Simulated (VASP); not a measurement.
# CdIn2S4 (Cadmoindite) (Fd-3m) in VASP: further runs

One crystal, CdIn2S4 (Cadmoindite), is run at these levels: PBE, PBEsol; tasks: relaxation of the atoms, relaxation of cell and atoms.

Everything below comes from runs of VASP 6.6.1. Logs are shortened: lines on timing, memory, paths and dates and some standing lists are left out, and cuts for length are marked.

### Step 1. Starting point

Symmetry: Fd-3m, No. 227, cubic system. The conventional cell has a = 10.797 Å, b = 10.797 Å, c = 10.797 Å, α = 90.00°, β = 90.00°, γ = 90.00°. Cd (site symmetry -43m) has 4 S at 2.54 Å as nearest neighbours. In (site symmetry -3m) has 6 S at 2.59 Å as nearest neighbours. Around S (site symmetry 3m) lie 1 Cd at 2.54 Å and 3 In at 2.59 Å.

### Step 2. Relaxation of the atoms, PBE (a relaxed cell with its volume scaled by 1.06)

INCAR reads:

```
SYSTEM = CdIn2S4
PREC = Accurate ; ENCUT = 300
EDIFF = 1E-7 ; ISMEAR = 0
SIGMA = 0.03 ; LREAL = .False.
LASPH = .True. ; NELM = 80
ALGO = Normal ; ISIF = 2
LWAVE = .False. ; LCHARG = .False.
GGA = PE ; IBRION = 2
NSW = 40 ; EDIFFG = -0.01
```

KPOINTS reads:

```
Automatic mesh
0
Gamma
  3 3 3
  0 0 0
```

POSCAR reads:

```
CdIn2S4                                 
1.0
    0.0000000000      5.6262866754      5.6262866754
    5.6262866754      0.0000000000      5.6262866754
    5.6262866754      5.6262866754      0.0000000000
  Cd              In              S             
     2     4     8
Direct
     0.0000000000000000    0.0000000000000000    1.0000000000000000
     0.2500000000000000    0.2500000000000000    0.2500000000000000
     0.6250000000000000    0.6250000000000000    0.6250000000000000
     0.1250000000000000    0.6250000000000000    0.6250000000000000
     0.6250000000000000    0.6250000000000000    0.1250000000000000
     0.6250000000000000    0.1250000000000000    0.6250000000000000
     0.3845047800234441    0.3845047800234441    0.3845047800234441
     0.4035143400703180    0.8654952199765559    0.8654952199765559
     0.3845047800234441    0.3845047800234441    0.8464856599296821
     0.8654952199765559    0.4035143400703180    0.8654952199765559
     0.8464856599296821    0.3845047800234441    0.3845047800234441
     0.8654952199765559    0.8654952199765559    0.8654952199765559
     0.3845047800234441    0.8464856599296821    0.3845047800234441
     0.8654952199765559    0.8654952199765559    0.4035143400703180
```

Potentials or basis: VASP PAW PBE potentials, release 64 (Cd, In, S).

Launch:

```console
$ cat potpaw_PBE.64/Cd/POTCAR potpaw_PBE.64/In/POTCAR potpaw_PBE.64/S/POTCAR > POTCAR
$ mpirun -np 4 vasp_std > vasp.out
```

OUTCAR:

```text
SYSTEM = CdIn2S4
   PREC = Accurate
   ENCUT = 300
   EDIFF = 1E-7
   ISMEAR = 0
   LREAL = .False.
   LASPH = .True.
   NELM = 80
   ISIF = 2
   GGA = PE
   IBRION = 2
   NSW = 40
   EDIFFG = -0.01

 ion  position               nearest neighbor table
   1  0.000  0.000  0.000-   8 2.62  10 2.62  14 2.62  12 2.62
   2  0.250  0.250  0.250-   9 2.62  11 2.62  13 2.62   7 2.62
   3  0.625  0.625  0.625-   8 2.71   9 2.71  10 2.71  11 2.71  13 2.71  14 2.71   4 3.98   5 3.98
                             6 3.98   5 3.98   6 3.98   4 3.98
   4  0.125  0.625  0.625-   7 2.71  12 2.71  10 2.71   9 2.71  13 2.71  14 2.71   3 3.98   5 3.98
                             6 3.98   3 3.98   5 3.98   6 3.98
   5  0.625  0.625  0.125-   7 2.71  12 2.71  10 2.71  11 2.71   8 2.71  13 2.71   3 3.98   3 3.98
                             4 3.98   6 3.98   6 3.98   4 3.98
   6  0.625  0.125  0.625-   7 2.71  12 2.71   9 2.71  11 2.71   8 2.71  14 2.71   3 3.98   5 3.98
                             3 3.98   4 3.98   5 3.98   4 3.98
   7  0.385  0.385  0.385-   2 2.62   4 2.71   5 2.71   6 2.71
   8  0.404  0.865  0.865-   1 2.62   3 2.71   5 2.71   6 2.71
   9  0.385  0.385  0.846-   2 2.62   3 2.71   4 2.71   6 2.71
  10  0.865  0.404  0.865-   1 2.62   3 2.71   4 2.71   5 2.71
  11  0.846  0.385  0.385-   2 2.62   3 2.71   5 2.71   6 2.71
  12  0.865  0.865  0.865-   1 2.62   4 2.71   5 2.71   6 2.71
  13  0.385  0.846  0.385-   2 2.62   3 2.71   4 2.71   5 2.71
  14  0.865  0.865  0.404-   1 2.62   3 2.71   4 2.71   6 2.71

  LATTYP: Found a face centered cubic cell.
 ALAT       =    11.2525733508

  Lattice vectors:

 A1 = (   0.0000000000,   5.6262866754,   5.6262866754)
 A2 = (   5.6262866754,   0.0000000000,   5.6262866754)
 A3 = (   5.6262866754,   5.6262866754,   0.0000000000)

Analysis of symmetry for initial positions (statically):
=====================================================================
 Subroutine PRICEL returns:
 Original cell was already a primitive cell.

 Routine SETGRP: Setting up the symmetry group for a
 face centered cubic supercell.

 Subroutine GETGRP returns: Found 48 space group operations
 (whereof 24 operations were pure point group operations)
 out of a pool of 48 trial point group operations.

The static configuration has the point symmetry T_d .
 The point group associated with its full space group is O_h .

Analysis of symmetry for dynamics (positions and initial velocities):
=====================================================================
 Subroutine PRICEL returns:
 Original cell was already a primitive cell.

 Routine SETGRP: Setting up the symmetry group for a
 face centered cubic supercell.

 Subroutine GETGRP returns: Found 48 space group operations
 (whereof 24 operations were pure point group operations)
 out of a pool of 48 trial point group operations.

The dynamic configuration has the point symmetry T_d .
 The point group associated with its full space group is O_h .

 Subroutine INISYM returns: Found 48 space group operations
 (whereof 24 operations are pure point group operations),
 and found     1 'primitive' translations

----------------------------------------------------------------------------------------

                                     Primitive cell

  volume of cell :     356.2014

  direct lattice vectors                    reciprocal lattice vectors
     0.000000000  5.626286675  5.626286675    -0.088868561  0.088868561  0.088868561
     5.626286675  0.000000000  5.626286675     0.088868561 -0.088868561  0.088868561
     5.626286675  5.626286675  0.000000000     0.088868561  0.088868561 -0.088868561

  length of vectors
     7.956770922  7.956770922  7.956770922     0.153924863  0.153924863  0.153924863

  position of ions in fractional coordinates (direct lattice)
     0.000000000  0.000000000  0.000000000
     0.250000000  0.250000000  0.250000000
     0.625000000  0.625000000  0.625000000
     0.125000000  0.625000000  0.625000000
     0.625000000  0.625000000  0.125000000
     0.625000000  0.125000000  0.625000000
     0.384504780  0.384504780  0.384504780
     0.403514340  0.865495220  0.865495220
     0.384504780  0.384504780  0.846485660
     0.865495220  0.403514340  0.865495220
     0.846485660  0.384504780  0.384504780
     0.865495220  0.865495220  0.865495220
     0.384504780  0.846485660  0.384504780
     0.865495220  0.865495220  0.403514340

  ion indices of the primitive-cell ions
   primitive index   ion index
                 1           1
                 2           2
                 3           3
                 4           4
                 5           5
                 6           6
                 7           7
                 8           8
                 9           9
                10          10
                11          11
                12          12
                13          13
                14          14

----------------------------------------------------------------------------------------

 KPOINTS: Automatic mesh

Automatic generation of k-mesh.
 Grid dimensions read from file:
 generate k-points for:    3    3    3

 Generating k-lattice:

  Cartesian coordinates                     Fractional coordinates (reciprocal lattice)
    -0.029622854  0.029622854  0.029622854     0.333333333  0.000000000  0.000000000
     0.029622854 -0.029622854  0.029622854     0.000000000  0.333333333  0.000000000
     0.029622854  0.029622854 -0.029622854     0.000000000  0.000000000  0.333333333

  Length of vectors
     0.051308288  0.051308288  0.051308288

  Shift w.r.t. Gamma in fractional coordinates (k-lattice)
     0.000000000  0.000000000  0.000000000

 Subroutine IBZKPT returns following result:
 ===========================================

 Found      4 irreducible k-points:

 Following reciprocal coordinates:
            Coordinates               Weight
  0.000000  0.000000  0.000000      1.000000
  0.333333  0.000000  0.000000      8.000000
  0.333333  0.333333  0.000000      6.000000
 -0.333333  0.333333  0.000000     12.000000
   k-points           NKPTS =      4   k-points in BZ     NKDIM =      4   number of bands    NBANDS=     52
   number of dos      NEDOS =    301   number of ions     NIONS =     14
   total plane-waves  NPLWV = 110592
   dimension x,y,z NGX =    48 NGY =   48 NGZ =   48
   dimension x,y,z NGXF=    96 NGYF=   96 NGZF=   96
   ions per type =               2   4   8
   NGX,Y,Z   is equivalent  to a cutoff of  10.03, 10.03, 10.03 a.u.
   NGXF,Y,Z  is equivalent  to a cutoff of  20.06, 20.06, 20.06 a.u.
 SYSTEM =  CdIn2S4
   PREC   = accura    normal or accurate (medium, high low for compatibility)
   ISTART =      0    job   : 0-new  1-cont  2-samecut
   ICHARG =      2    charge: 1-file 2-atom 10-const
   ISPIN  =      1    spin polarized calculation?
   LNONCOLLINEAR =      F non collinear calculations
   LSORBIT =      F    spin-orbit coupling
   LASPH  =      T    aspherical Exc in radial PAW
   ENCUT  =  300.0 eV  22.05 Ry    4.70 a.u.  11.24 11.24 11.24*2*pi/ulx,y,z
   NELM   =     80;   NELMIN=  2; NELMDL= -5     # of ELM steps
   EDIFF  = 0.1E-06   stopping-criterion for ELM
   LREAL  =      F    real-space projection
   EDIFFG = -.1E-01   stopping-criterion for IOM
   NSW    =     40    number of steps for IOM
   IBRION =      2    ionic relax: 0-MD 1-quasi-New 2-CG
   NFREE  =      1    steps in history (QN), initial steepest desc. (CG)
   ISIF   =      2    stress and relaxation
   ISYM   =      2    0-nonsym 1-usesym 2-fastsym
   POTIM  = 0.5000    time-step for ionic-motion
   TEBEG  =    0.0;   TEEND  =   0.0 temperature during run
   PSTRESS=    0.0 pullay stress
   NELECT =      84.0000    total number of electrons
   NUPDOWN=      -1.0000    fix difference up-down
   EMIN   =  10.00;   EMAX   =-10.00  energy-range for DOS
   EFERMI =   0.00;   METHOD = LEGACY
   ISMEAR =     0;   SIGMA  =   0.03  broadening in eV -4-tet -1-fermi 0-gaus
   EFERMI_NEDOS =   21; number of points for ismear=-14 and -15
   IALGO  =     38    algorithm
   IMIX   =      4    mixing-type and parameters
     AMIX     =   0.40;   BMIX     =  1.00
     AMIX_MAG =   1.60;   BMIX_MAG =  1.00
  volume/ion in A,a.u.               =      25.44       171.70
  Fermi-wavevector in a.u.,A,eV,Ry     =   1.011431  1.911327 13.918648  1.022992
  Thomas-Fermi vector in A             =   2.144480
   LORBIT       =      0    0 simple, 1 ext, 2 COOP (PROOUT), +10 PAW based schemes
   GGA     = PE    functional components
   LHFCALC =     F    Hartree Fock is set to
   AEXX    =    0.0000 exact exchange contribution
   IVDW    =     0    specifies the selected vdW correction
   LEPSILON=     F    determine dielectric tensor
   LRPA    =     F    only Hartree local field effects (RPA)
 conjugate gradient relaxation of ions
 non-spin polarized calculation
 Gauss-broadening in eV      SIGMA  =   0.03
  energy-cutoff  :      300.00
  volume of cell :      356.20
 maximum number of plane-waves:      4279
 NGX is ok and might be reduce to    48
   NGX = 23   NGY = 23   NGZ = 23

--------------------------------------- Ionic step        1  -------------------------------------------

 number of electron      83.9999958 magnetization

 Free energy of the ion-electron system (eV)
  ---------------------------------------------------
  ext. energy  EPLUGINS =         0.00000000
  ---------------------------------------------------
  free energy    TOTEN  =       -52.89338562 eV

  energy without entropy =      -52.89338562  energy(sigma->0) =      -52.89338562

------------------------ aborting loop because EDIFF is reached ----------------------------------------

  FORCE on cell =-STRESS in cart. coord.  units (eV):
  Direction    XX          YY          ZZ          XY          YZ          ZX
  --------------------------------------------------------------------------------------
  -------------------------------------------------------------------------------------
  Total       -7.9045501     -7.9045501     -7.9045501      0.0000000      0.0000000      0.0000000
  in kB      -35.5543034    -35.5543034    -35.5543034      0.0000000      0.0000000      0.0000000
  external PRESSURE =     -35.5543034 kB  Pullay stress =       0.0000000 kB
[... 81 lines left out ...]
  energy  without entropy=      -52.9044234603  energy(sigma->0) =      -52.90442346

--------------------------------------- Ionic step        3  -------------------------------------------

 number of electron      83.9999945 magnetization

 Free energy of the ion-electron system (eV)
  ---------------------------------------------------
  ext. energy  EPLUGINS =         0.00000000
  ---------------------------------------------------
  free energy    TOTEN  =       -52.90727345 eV

  energy without entropy =      -52.90727345  energy(sigma->0) =      -52.90727345

 E-fermi :   2.0901     XC(G=0):  -8.9435

 val. band max:        1.9421965693   @ k =  -0.3333   0.3333   0.0000
 cond. band min:       2.6543348792   @ k =   0.0000   0.0000   0.0000
 fundamental gap:      0.7121383098
 Fermi energy:         2.0901097346

 k-point     1 :       0.0000    0.0000    0.0000
  band No.  band energies     occupation
      1     -10.3160      2.00000
      2      -9.4421      2.00000
      3      -9.2536      2.00000
      4      -9.2536      2.00000
      5      -9.2536      2.00000
      6      -8.9207      2.00000
[... 250 lines left out ...]
  FREE ENERGIE OF THE ION-ELECTRON SYSTEM (eV)
  ---------------------------------------------------
  free  energy   TOTEN  =       -52.9072734549 eV

  energy  without entropy=      -52.9072734549  energy(sigma->0) =      -52.90727345

 reached required accuracy - stopping structural energy minimisation
```

It took 37 s on 4 MPI ranks of Intel Xeon Platinum 8488C (Sapphire Rapids), shared host; peak memory 0.18 GiB.

What came out:

| Property | Result |
| --- | --- |
| Free energy | -52.9073 eV |
| Energy gained by relaxing | 1.0 meV/atom |
| Ionic steps | 3 |
| Largest force after relaxing | 0.003 eV/Å |
| Band gap on the k mesh | 0.71 eV, indirect (least direct gap 0.79 eV) |

Forces in eV/Å, atoms in the order of the input:
```
Cd   0.000  0.000  0.000
Cd   0.000  0.000  0.000
In   0.000  0.000  0.000
In   0.000  0.000  0.000
In   0.000  0.000  0.000
In   0.000  0.000  0.000
S    0.002  0.002  0.002
S   -0.002  0.002  0.002
S   -0.002 -0.002  0.002
S    0.002 -0.002  0.002
S    0.002 -0.002 -0.002
S   -0.002 -0.002 -0.002
S   -0.002  0.002 -0.002
S    0.002  0.002 -0.002
```

Step by step:
| step | energy change (eV) | largest force (eV/Å) | pressure (GPa) |
| --- | --- | --- | --- |
| 1 | 0.0000 | 0.1982 | -3.56 |
| 2 | -0.0110 | 0.0896 | -3.45 |
| 3 | -0.0139 | 0.0035 | -3.36 |

Final structure:
```xyz
14
Lattice="0.0000 5.6263 5.6263 5.6263 0.0000 5.6263 5.6263 5.6263 0.0000" Properties=species:S:1:pos:R:3 pbc="T T T"
Cd    0.0000    0.0000    0.0000
Cd    2.8131    2.8131    2.8131
In    7.0329    7.0329    7.0329
In    7.0329    4.2197    4.2197
In    4.2197    4.2197    7.0329
In    4.2197    7.0329    4.2197
S     4.3366    4.3366    4.3366
S     9.7291    7.1497    7.1497
S     6.9160    6.9160    4.3366
S     7.1497    9.7291    7.1497
S     4.3366    6.9160    6.9160
S     9.7291    9.7291    9.7291
S     6.9160    4.3366    6.9160
S     7.1497    7.1497    9.7291
```

Caveat: the cutoff is under 1.25 times the usual one of these potentials, so pressure, stress and relaxed cells hold a basis-set (Pulay) error; spin-orbit coupling is left out, which moves the levels of the heavy elements; an odd mesh through Γ misses points on the zone boundary, where band edges often lie.

### Step 3. Relaxation of cell and atoms, PBEsol

INCAR reads:

```
PREC     = Accurate       # precision mode
ENCUT    = 600            # plane-wave cutoff, eV
EDIFF    = 1E-6           # SCF threshold, eV
ISMEAR   = 0              # smearing method
SIGMA    = 0.03           # smearing width, eV
LREAL    = False          # projectors in reciprocal space
LASPH    = True           # aspherical terms in the spheres
NELM     = 80             # most SCF steps
ALGO     = Normal         # electronic algorithm
ISIF     = 3              # what is computed and relaxed
LWAVE    = False          # write WAVECAR
LCHARG   = False          # write CHGCAR
GGA      = PS             # functional
IBRION   = 2              # ionic algorithm
NSW      = 90             # ionic steps
EDIFFG   = -0.01          # ionic threshold
KPAR     = 8
```

KPOINTS reads:

```
regular mesh
0
Gamma
  6 6 6
```

POSCAR reads:

```
CdIn2S4
1.0
    0.0000000000      5.3985000000      5.3985000000
    5.3985000000      0.0000000000      5.3985000000
    5.3985000000      5.3985000000      0.0000000000
Cd In S
2 4 8
Direct
    0.0000000000      0.0000000000      0.0000000000
    0.2500000000      0.2500000000      0.2500000000
    0.6250000000      0.6250000000      0.6250000000
    0.1250000000      0.6250000000      0.6250000000
    0.6250000000      0.6250000000      0.1250000000
    0.6250000000      0.1250000000      0.6250000000
    0.3860000000      0.3860000000      0.3860000000
    0.4080000000      0.8640000000      0.8640000000
    0.3860000000      0.3860000000      0.8420000000
    0.8640000000      0.4080000000      0.8640000000
    0.8420000000      0.3860000000      0.3860000000
    0.8640000000      0.8640000000      0.8640000000
    0.3860000000      0.8420000000      0.3860000000
    0.8640000000      0.8640000000      0.4080000000
```

Potentials or basis: VASP PAW PBE potentials, release 64 (Cd, In_d, S).

Launch:

```console
$ cat potpaw_PBE.64/Cd/POTCAR potpaw_PBE.64/In_d/POTCAR potpaw_PBE.64/S/POTCAR > POTCAR
$ mpirun -np 8 vasp_std > vasp.out
```

Run time: 5 min. Hardware: 8 MPI ranks of Intel Xeon 6975P-C (Granite Rapids), shared host; peak memory 0.88 GiB.

The run converged. Its results:

```yaml
Free_energy: -58.1261 eV
Relaxed_volume: 22.86 Å³/atom
Relaxed_cell: a = 7.677 Å, b = 7.677 Å, c = 7.677 Å, α = 60.00°, β = 60.00°, γ = 60.00°
Space_group_after_relaxing_to_0.05_Å: Fd-3m (No. 227)
Energy_gained_by_relaxing: 6.4 meV/atom
Ionic_steps: 5
Pressure_after_relaxing: 0.0 GPa
Band_gap_on_the_k_mesh: 1.18 eV, indirect (least direct gap 1.29 eV)
```

Step by step:
| step | energy change (eV) | largest force (eV/Å) | pressure (GPa) | volume (Å³) |
| --- | --- | --- | --- | --- |
| 1 | 0.0000 | 0.5103 | 1.83 | 314.67 |
| 2 | -0.0613 | 0.0062 | -1.39 | 326.53 |
| 3 | -0.0782 | 0.1579 | -0.43 | 322.67 |
| 4 | -0.0889 | 0.0525 | -0.14 | 320.86 |
| 5 | -0.0902 | 0.0006 | 0.00 | 319.98 |

Final structure:
```
CELL_PARAMETERS angstrom
0.00000 5.42871 5.42871
5.42871 0.00000 5.42871
5.42871 5.42871 0.00000
ATOMIC_POSITIONS crystal
Cd 0.00000 0.00000 0.00000
Cd 0.25000 0.25000 0.25000
In 0.62500 0.62500 0.62500
In 0.12500 0.62500 0.62500
In 0.62500 0.62500 0.12500
In 0.62500 0.12500 0.62500
S 0.38440 0.38440 0.38440
S 0.40319 0.86560 0.86560
S 0.38440 0.38440 0.84681
S 0.86560 0.40319 0.86560
S 0.84681 0.38440 0.38440
S 0.86560 0.86560 0.86560
S 0.38440 0.84681 0.38440
S 0.86560 0.86560 0.40319
```

Levels at points of the mesh, in eV from the valence-band top:
| k point | band 60 | band 61 | band 62 | band 63 | band 64 | band 65 |
| --- | --- | --- | --- | --- | --- | --- |
| (0.00, 0.00, 0.00) | -0.12 | -0.12 | -0.12 | 1.18 | 1.91 | 1.91 |
| (0.50, 0.00, 0.00) | -0.35 | -0.05 | -0.05 | 2.85 | 3.00 | 3.00 |
| (0.50, 0.50, 0.00) | -0.38 | -0.13 | -0.13 | 3.27 | 3.27 | 3.53 |

Caveat: the PAW data sets were made with another functional, which shifts forces and pressure a little; spin-orbit coupling is left out, which moves the levels of the heavy elements.

(Continued in part 2 of 2.)
